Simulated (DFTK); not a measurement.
Au: relaxation of cell and atoms with PBE

Au:

```
CELL_PARAMETERS angstrom
-1.65727 1.65727 1.65727
1.65727 -1.65727 1.65727
1.65727 1.65727 -1.65727
ATOMIC_POSITIONS crystal
Au 0.00000 0.00000 0.00000
```

This isn't the form of Au at room conditions, which is fcc.

| Quantity | Value |
| --- | --- |
| Program | DFTK 0.8.2 |
| Task | relaxation of cell and atoms |
| Functional | PBE |
| Potentials or basis | dojo.nc.sr.pbe.v0_4_1.standard.upf (PBE) |
| Cutoff | 1197 eV |
| k mesh | 8 × 8 × 8 |
| Occupations | fermi-dirac, width 0.05 eV |
| Spin | no spin polarisation |
| Target pressure | 10 GPa |
| Valence electrons | Au 19 |
| SCF tolerance on the density | 1e-06 |
| Kinetic blow-up at the cutoff (BlowupCHV) | yes |
| Most ionic steps | 30 |
| Gradient tolerance | 0.0002 Ha/bohr |

| Quantity | Value |
| --- | --- |
| Relaxed volume | 16.90 Å³/atom |
| Relaxed cell | a = 2.800 Å, b = 2.800 Å, c = 2.800 Å, α = 109.47°, β = 109.47°, γ = 109.47° |
| Space group after relaxing (to 0.05 Å) | Im-3m (No. 229) |
| Pressure after relaxing | 10.0 GPa |
| Band gap on the k mesh | none (metal or under the smearing width) |

Step by step:
```csv
step,energy change (eV),largest force (eV/Å),pressure (GPa),volume (Å³)
1,0.0000,0.0000,-1.81,18.21
2,0.0126,0.0000,6.47,17.23
3,0.0332,0.0000,10.70,16.84
4,0.0292,0.0000,9.97,16.90
```

Final structure:
```
Au
1.0
    -1.61673    1.61673    1.61673
     1.61673   -1.61673    1.61673
     1.61673    1.61673   -1.61673
Au
1
Direct
  0.00000 0.00000 0.00000
```

Levels at points of the mesh, in eV from the Fermi level:
| k point | band 7 | band 8 | band 9 | band 10 | band 11 | band 12 |
| --- | --- | --- | --- | --- | --- | --- |
| (0.00, 0.00, 0.00) | -5.16 | -5.16 | -3.19 | -3.19 | 16.25 | 16.25 |
| (-0.50, 0.00, 0.00) | -3.34 | -2.98 | -1.61 | -0.90 | 3.40 | 12.16 |
| (-0.50, -0.50, -0.50) | -2.01 | -2.01 | -2.01 | 6.10 | 6.10 | 6.10 |

It took 100 s on 1 thread of AMD EPYC 9R45 96-Core Processor (Zen 5) (shared host), peak memory 1.7 GiB.

Spin-orbit coupling is left out, which matters for the levels of Au.
